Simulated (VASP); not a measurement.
Set up this calculation in VASP 6.6.1, as the native input.

| Quantity | Value |
| --- | --- |
| Task | relaxation of cell and atoms |
| Functional | LDA |
| Potentials or basis | VASP PAW LDA potentials, release 64 (Mo_sv, P) |
| Cutoff | 600 eV |
| k mesh | 15 × 15 × 11 |
| Occupations | methfessel-paxton, width 0.1 eV |
| Spin | no spin polarisation |
| Further INCAR settings | ALGO = Normal; EDIFF = 1e-07; IBRION = 2; EDIFFG = -0.005; NSW = 90; ISIF = 3 |

The structure of MoP lies in POSCAR:

```
MoP                                     
1.0
    3.1938520214      0.0000000000      0.0000000000
   -1.5969260107      2.7659569865      0.0000000000
    0.0000000000      0.0000000000      3.1576909172
  Mo              P             
     1     1
Direct
     0.0000000000000000    0.0000000000000000    1.0000000000000000
     0.3333333332999970    0.6666666667000030    0.5000000000000000
```

These files were run (other wordings do the same):

INCAR

```
SYSTEM = MoP
PREC     = Accurate       ! precision mode
ENCUT    = 600            ! plane-wave cutoff, eV
EDIFF    = 1E-7           ! SCF threshold, eV
ISMEAR   = 1              ! smearing method
SIGMA    = 0.1            ! smearing width, eV
LREAL    = .FALSE.        ! projectors in reciprocal space
LASPH    = .TRUE.         ! aspherical terms in the spheres
NELM     = 80             ! most SCF steps
ALGO     = Normal         ! electronic algorithm
ISIF     = 3              ! what is computed and relaxed
LWAVE    = .FALSE.        ! write WAVECAR
LCHARG   = .FALSE.        ! write CHGCAR
GGA      = CA             ! functional
IBRION   = 2              ! ionic algorithm
NSW      = 90             ! ionic steps
EDIFFG   = -0.005         ! ionic threshold
```

KPOINTS

```
Automatic mesh
0
G
  15 15 11
  0 0 0
```

Potentials or basis: VASP PAW LDA potentials, release 64 (Mo_sv, P).

The run is started by

```console
$ cat potpaw_LDA.64/Mo_sv/POTCAR potpaw_LDA.64/P/POTCAR > POTCAR
$ mpirun -np 1 vasp_std > vasp.out
```

It gave:

```
Relaxed volume                         : 13.95 Å³/atom
Relaxed cell                           : a = 3.194 Å, b = 3.194 Å, c = 3.158 Å, α = 90.00°, β = 90.00°, γ = 120.00°
Space group after relaxing (to 0.05 Å) : P-6m2 (No. 187)
Energy gained by relaxing              : 0.0 meV/atom
Ionic steps                            : 3
Pressure after relaxing                : 0.0 GPa
Band gap on the k mesh                 : none (metal or under the smearing width)
```

It took 86 s on 1 thread of Intel(R) Xeon(R) Platinum 8488C (Sapphire Rapids), with other jobs on the host, peak memory 0.2 GiB.
